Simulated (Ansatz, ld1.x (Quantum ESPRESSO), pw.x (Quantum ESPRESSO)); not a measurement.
**zirconium (Zr): does the ultrasoft potential hold in the solid?**

- Element: Zr (Z = 40)
- Generator: ld1.x (Quantum ESPRESSO) 7.5
- Type: ultrasoft
- Functional: PBE
- Relativity: scalar-relativistic
- Frozen core: [Kr]
- Valence charge: 4
- Reference configuration: 4d2 5s2 5p0
- Partial waves: 5s (bound): rcut 2.70, rcutus 3.55 bohr; 5s channel at 3.2 Ry: rcut 2.70, rcutus 3.55 bohr; 5p (bound, empty): rcut 3.00, rcutus 3.85 bohr; 5p channel at 0.35 Ry: rcut 3.00, rcutus 3.85 bohr; 4d (bound): rcut 1.65, rcutus 1.75 bohr; 4d channel at 3.8 Ry: rcut 1.65, rcutus 1.75 bohr
- Local potential: all-electron potential smoothed inside 3.60 bohr (lloc = -1)
- Core correction: none
- Augmentation charge: PSQ, inside the norm-conserving radii

Crystal test: sc Zr in pw.x 7.5, no spin, 11³ k-points, Fermi–Dirac smearing 0.01 Ry, cutoffs 45/380 Ry. The lattice is a test structure that the element need not adopt, and mesh and smearing are coarse.

pw.x input:

```
&control
  calculation='scf', prefix='x', pseudo_dir='./', outdir='./tmp', tstress=.true., disk_io='none'
/
&system
  ibrav=0, nat=1, ntyp=1, ecutwfc=45, ecutrho=380, nbnd=9,
  occupations='smearing', smearing='fd', degauss=0.01
/
&electrons
  conv_thr=1e-09, mixing_beta=0.4, electron_maxstep=70
/
ATOMIC_SPECIES
Zr 1.0 Zr.UPF
CELL_PARAMETERS angstrom
  2.92561533 0.00000000 0.00000000
  0.00000000 2.92561533 0.00000000
  0.00000000 0.00000000 2.92561533
ATOMIC_POSITIONS crystal
Zr 0.0000 0.0000 0.0000
K_POINTS automatic
11 11 11 0 0 0
```

```bash
pw.x < Zr.scf.in > Zr.scf.out
```

Problem. How does the run end?

Solution. It converges; the pressure is 4.83 GPa against -0.56 GPa from all-electron LAPW. The largest radius (3.85 bohr) exceeds half the bond length (2.76 bohr), so the spheres overlap, which is one possible source of error among others. This is a poor potential for the solid. The log shows:

```
     number of k points=    56  Fermi-Dirac smearing, width (Ry)=  0.0100
     iteration #  1     ecut=    45.00 Ry     beta= 0.40
     total energy              =      -6.00663816 Ry
     estimated scf accuracy    <       0.00272812 Ry
     iteration #  2     ecut=    45.00 Ry     beta= 0.40
     total energy              =      -6.00874531 Ry
     estimated scf accuracy    <       0.00124390 Ry
     iteration #  3     ecut=    45.00 Ry     beta= 0.40
     total energy              =      -6.00991458 Ry
     estimated scf accuracy    <       0.00003816 Ry
     iteration #  4     ecut=    45.00 Ry     beta= 0.40
     total energy              =      -6.01007192 Ry
     estimated scf accuracy    <       0.00000284 Ry
     iteration #  5     ecut=    45.00 Ry     beta= 0.40
     total energy              =      -6.01008083 Ry
     estimated scf accuracy    <       0.00000054 Ry
     iteration #  6     ecut=    45.00 Ry     beta= 0.40
     total energy              =      -6.01008149 Ry
     estimated scf accuracy    <       0.00000012 Ry
     iteration #  7     ecut=    45.00 Ry     beta= 0.40
     total energy              =      -6.01008163 Ry
     estimated scf accuracy    <          8.2E-09 Ry
     iteration #  8     ecut=    45.00 Ry     beta= 0.40
     total energy              =      -6.01008187 Ry
     estimated scf accuracy    <       0.00000001 Ry
     iteration #  9     ecut=    45.00 Ry     beta= 0.40
     the Fermi energy is     7.1975 ev
!    total energy              =      -6.01008193 Ry
     estimated scf accuracy    <          2.5E-11 Ry
     smearing contrib. (-TS)   =      -0.00780390 Ry
     The total energy is F=E-TS. E is the sum of the following terms:
     one-electron contribution =       4.19353237 Ry
     hartree contribution      =       0.13193412 Ry
     xc contribution           =      -2.11650416 Ry
     ewald contribution        =      -8.21124036 Ry
     convergence has been achieved in   9 iterations
          total   stress  (Ry/bohr**3)                   (kbar)     P=       48.34
     Message from routine punch:
     Nothing written, as per user request (disk_io='none')
```
